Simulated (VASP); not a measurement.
# LiCl in VASP 6.6.1, relaxation

INCAR

```
ENCUT = 600
LWAVE = .FALSE.
LCHARG = .FALSE.
ISIF = 3
NELM = 61
NBANDS = 12
LREAL = .FALSE.
ISMEAR = -1
EDIFF = 1E-7
IBRION = 2
GGA = PE
EDIFFG = 0.001
LASPH = .TRUE.
SIGMA = 0.02
NSW = 40
PREC = Accurate
```

KPOINTS

```
KPOINTS created by Atomic Simulation Environment
0
Gamma
8 8 8
0 0 0
```

POSCAR

```
Li Cl
 1.0000000000000000
     0.0000000000000000    2.2510659999999998    2.2510659999999998
     2.2510659999999998    0.0000000000000000    2.2510659999999998
     2.2510659999999998    2.2510659999999998    0.0000000000000000
 Li  Cl
   1   1
Cartesian
  0.0000000000000000  0.0000000000000000  0.0000000000000000
  2.2510659999999998  2.2510659999999998  2.2510659999999998
```

The recommended PBE PAW datasets give the neutral cell 10 valence electrons.

Command

```
mpirun -np 1 vasp_std
```

Problem. How does this run end, and what does it give?

Solution. It converged. Results: relaxed cell vector lengths 3.634, 3.634, 3.634 Å; relaxed cell volume 33.93 Å³.

OSZICAR

```
N       E                     dE             d eps       ncg     rms          rms(c)
DAV:   1     0.428558488170E+02    0.42856E+02   -0.48360E+03   696   0.883E+02
DAV:   2    -0.470504005232E+01   -0.47561E+02   -0.45664E+02   928   0.162E+02
DAV:   3    -0.665075249840E+01   -0.19457E+01   -0.19389E+01   932   0.321E+01
DAV:   4    -0.669288342797E+01   -0.42131E-01   -0.42122E-01   896   0.468E+00
DAV:   5    -0.669336933230E+01   -0.48590E-03   -0.48590E-03   952   0.461E-01    0.367E+00
DAV:   6    -0.663271569760E+01    0.60654E-01   -0.98033E-02   896   0.165E+00    0.255E+00
DAV:   7    -0.663046021069E+01    0.22555E-02   -0.48527E-02  1012   0.129E+00    0.115E+00
DAV:   8    -0.663232876714E+01   -0.18686E-02   -0.41521E-03   852   0.479E-01    0.173E-01
DAV:   9    -0.663230660079E+01    0.22166E-04   -0.67909E-05   848   0.589E-02    0.323E-02
DAV:  10    -0.663232149346E+01   -0.14893E-04   -0.28672E-05   780   0.436E-02    0.300E-02
...
       N       E                     dE             d eps       ncg     rms          rms(c)
DAV:   1    -0.769739738303E+01   -0.34633E+00   -0.59917E+00   696   0.144E+01    0.399E+00
DAV:   2    -0.740782771127E+01    0.28957E+00   -0.63962E-01   804   0.444E+00    0.129E+00
DAV:   3    -0.737539931560E+01    0.32428E-01   -0.13577E-01   808   0.192E+00    0.924E-01
DAV:   4    -0.737477241653E+01    0.62690E-03   -0.37015E-03  1124   0.427E-01    0.154E-01
DAV:   5    -0.737471648619E+01    0.55930E-04   -0.71983E-04   860   0.157E-01    0.452E-02
DAV:   6    -0.737470838660E+01    0.80996E-05   -0.16840E-05   836   0.338E-02    0.314E-02
DAV:   7    -0.737470823691E+01    0.14969E-06   -0.66216E-06   916   0.181E-02    0.317E-03
DAV:   8    -0.737470826036E+01   -0.23453E-07   -0.19751E-07   796   0.315E-03
   5 F= -.73747083E+01 E0= -.73747083E+01  d E =-.742386E+00
```

```csv
ionic step,ΔE (meV/atom),volume (Å³),largest force (eV/Å),pressure (GPa),electronic steps
1,0.0,22.81,0.000,30.34,14
2,-353.3,30.71,0.000,4.02,11
3,-368.9,32.64,0.000,1.31,10
4,-359.4,36.74,0.000,-2.43,10
5,-371.2,33.93,0.000,-0.12,8
```

 The volume moved far on the plane waves of the start cell, so a restart from CONTCAR is due.

For comparison, a separate PBE relaxation on usual settings, not on those above, ends at 34.02 Å³.
